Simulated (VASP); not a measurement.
AlP: single point with PBE

Crystal: AlP.

```
Al P
1.0
     0.00000    2.73648    2.73648
     2.73648    0.00000    2.73648
     2.73648    2.73648    0.00000
Al P
1 1
Direct
  0.00000 0.00000 0.00000
  0.75000 0.75000 0.75000
```

The cell is a database's computed one.

```yaml
Program: VASP 6.6.1
Task: single point
Functional: PBE
Potentials_or_basis: VASP PAW PBE potentials, release 64 (Al, P)
Cutoff: 520 eV
k_mesh: 4 × 4 × 4
Occupations: gaussian, width 0.1 eV
Spin: no spin polarisation
```

```json
{"Pressure": "1.9 GPa", "Band gap on the k mesh": "1.57 eV, indirect (least direct gap 3.24 eV)"}
```

Levels at points of the mesh, in eV from the valence-band top:
```
           k point  band 2  band 3  band 4  band 5  band 6  band 7
(0.00, 0.00, 0.00)    0.00    0.00    0.00    3.24    4.53    4.53
(0.50, 0.00, 0.00)   -5.51   -0.76   -0.76    2.77    4.79    4.79
(0.50, 0.50, 0.00)   -5.30   -2.10   -2.10    1.57    2.45   11.00
```

It took 4.7 s on 1 thread of Intel(R) Xeon(R) Platinum 8375C CPU @ 2.90GHz (Ice Lake), on a shared host, peak memory 0.15 GiB.

Caveat: the k mesh is coarse (spacing up to 0.50 Å⁻¹), so the values aren't converged. PBE gaps usually lie below the measured ones, often by a third to a half.
